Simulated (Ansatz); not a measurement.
# Li: energy change per atom and pressure as volume scale varies

Plane-wave DFT, scalar-relativistic PAW made under PBE with cores redone for the functional, no dispersion; the given relaxed cell is scaled uniformly, energy at zero smearing counts from the unscaled cell, pressure at the given Fermi-Dirac smearing is positive in compression. The results are calculated, by Ansatz 0.2.0.

The cell before it is scaled or strained (space group Fd-3m, No. 227):
```
Li
1.0
      0.0000     3.0092     3.0092
      3.0092     0.0000     3.0092
      3.0092     3.0092     0.0000
Li
2
Direct
  0.12500 0.12500 0.12500
  0.87500 0.87500 0.87500
```

Settings of every row: spin polarised no; functional revPBE; wave cutoff 420 eV; smearing width 0.1 eV; k mesh 10x10x10.

Atom starting moment: 0 on all atoms.

Limits: the cell comes from a prototype or a list of computed structures and needn't be the stable phase.

```csv
row,volume scale,V (Å³/atom),energy change per atom (meV),pressure (GPa)
1,0.88,23.979,7.09,0.83
2,0.92,25.069,2.94,0.52
3,0.96,26.159,?,?
4,1.04,28.339,0.7,-0.15
5,1.08,29.429,2.56,-0.31
6,1.12,30.519,5.44,-0.45
```

Question: what energy change per atom and pressure should row 3 give?

Worked fit of energy change per atom. Take u = (V_r/V)^(2/3) − 1 with V_r = 28.339 Å³ an atom, which is twice the finite (Eulerian) strain; such expansions in the strain, on which the Birch-Murnaghan equation of state is built, carry the rest volume and the bulk modulus. The shown rows have u = 0.11781, 0.08517, 0, -0.02485, -0.04821. Least squares give energy change per atom = 0.742 − 52.578 × u + 907.64 × u² meV; a straight line predicts inner rows, each left out in turn, worse (root mean square 2.5 against 0.13 meV). The rows lie off it by -0.06, 0.09, -0.04, -0.05, 0.05 (root mean square 0.06 meV). The withheld row has u = 0.05481, so the fit gives 0.742 − 52.578 × (0.05481) + 907.64 × (0.05481)² = 0.59 meV.

The calculation gave 0.67 meV. The fit lies 0.08 meV (12 % of the value, 1.2 % of the column's range) below it; its largest miss of a shown row is 0.09 meV.

Worked fit of pressure. Take u = (V_r/V)^(2/3) − 1 with V_r = 28.339 Å³ an atom, which is twice the finite (Eulerian) strain; such expansions in the strain, on which the Birch-Murnaghan equation of state is built, carry the rest volume and the bulk modulus. The shown rows have u = 0.11781, 0.08517, 0, -0.02485, -0.04821. Least squares give pressure = −0.15 + 6.802 × u + 12.82 × u² GPa; a straight line predicts inner rows, each left out in turn, worse (root mean square 0.037 against 0.0027 GPa). All shown rows lie on it to the printed digit. The pressure vanishes at u = 0.0212, or V = 27.46 Å³ an atom, and there the bulk modulus at fixed shape and fractions is B = −V dP/dV = (2/3)(1 + u) dP/du = 5 GPa. The withheld row has u = 0.05481, so the fit gives −0.15 + 6.802 × (0.05481) + 12.82 × (0.05481)² = 0.26 GPa.

The calculation gave 0.26 GPa. The fit meets it to the printed digit.
